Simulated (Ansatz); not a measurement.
BaSnO$_{3}$ (cubic perovskite, Pm-3m) at seven volumes, the program Ansatz at the PBE level (PAW), scaled uniformly. One row is withheld.

| V (Å³/atom) | P (GPa) |
|---|---|
| 13.254 | 15.97 |
| 13.691 | 9.67 |
| 14.128 | 4.40 |
| 14.565 | 0.00 |
| 15.002 | -3.68 |
| 15.439 | -6.74 |
| 15.876 | ? |

Q: Fit the shown pressures and predict the withheld one.

A: P = (3/2)B₀(x^(7/2) − x^(5/2))[1 + (3/4)(B′ − 4)(x − 1)] with x = (V₀/V)^(2/3). Least squares on the six rows gives V₀ = 14.565 Å³/atom, B₀ = 134 GPa, B′ = 4.98. At V = 15.876, x = 0.9442 and P = -9.32 GPa. The run itself gave -9.28 GPa.

The PBE relaxation kept the symmetry of its start. At this level the phase is dynamically unstable (imaginary phonons). Scalar-relativistic: spin–orbit coupling is off unless named, which matters more the heavier the elements.

Potentials: the later of the program's two PAW sets.
